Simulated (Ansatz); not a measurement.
# Two Ansatz runs on Sc

The cell is COD entry 9008483, as deposited and not checked against the literature; nothing was relaxed.

First run: DFT, PBE, all-electron PAW with datasets made for the crystal, scalar-relativistic (Ansatz 0.2.0).

Command: `ansatz run input.yaml --threads 1 --pin off --max-ram 2048MiB --backend cpu --events-out ev --progress --plain --runs-dir out` The run took about 4.7 s on 1 thread of a shared machine.

```yaml
crystal:
  lattice:
    - [0.0, 2.2705, 2.2705]
    - [2.2705, 0.0, 2.2705]
    - [2.2705, 2.2705, 0.0]
  atoms:
    - { symbol: Sc, position: [0.0, 0.0, 0.0] }
kpoints:
  mp_grid: { grid: [12, 12, 12] }
  band_path:
    path:
      - [0.0, 0.0, 0.0]
      - [0.5, 0.0, 0.5]
      - [0.625, 0.25, 0.625]
      - [0.375, 0.375, 0.75]
      - [0.0, 0.0, 0.0]
      - [0.5, 0.5, 0.5]
      - [0.5, 0.25, 0.75]
      - [0.5, 0.0, 0.5]
    npoints: 8
scf:
  occupations: { method: fermi_dirac, width: 0.03 }
hamiltonian:
  xc: pbe
  pseudopotentials: { kind: all_electron, datasets: crystal }
output:
  forces: true
  stress: true
  eigenvalues: true
  efg: { contact_densities: true }
```

Result: converged; pressure 2.95 GPa; 7 SCF iterations.

Spin polarisation is left out, and whether a magnetic state lies lower isn't shown here.

A second input differs as follows:

```diff
@@ -19,6 +19,8 @@
       - [0.5, 0.0, 0.5]
     npoints: 8
+  KSPACING: 0.3
 scf:
   occupations: { method: fermi_dirac, width: 0.03 }
+  max_iter: 80
 hamiltonian:
   xc: pbe
```

Question: What is wrong with it, and what does the program do?

Answer: The fault is a keyword of another program. The run refused before any iteration. The log ends:
```
Error: YAML parse error: error: line 21 column 3: unknown field `KSPACING`, expected one of mp_grid, list, band_path, initial_grid, further_shifts
  --> <input>:21:3
   |
19 |       - [0.5, 0.0, 0.5]
20 |     npoints: 8
21 |   KSPACING: 0.3
   |   ^ unknown field `KSPACING`, expected one of mp_grid, list, band_path, initial_grid, further_shifts
22 | scf:
23 |   occupations: { method: fermi_dirac, width: 0.03 }
   |
```
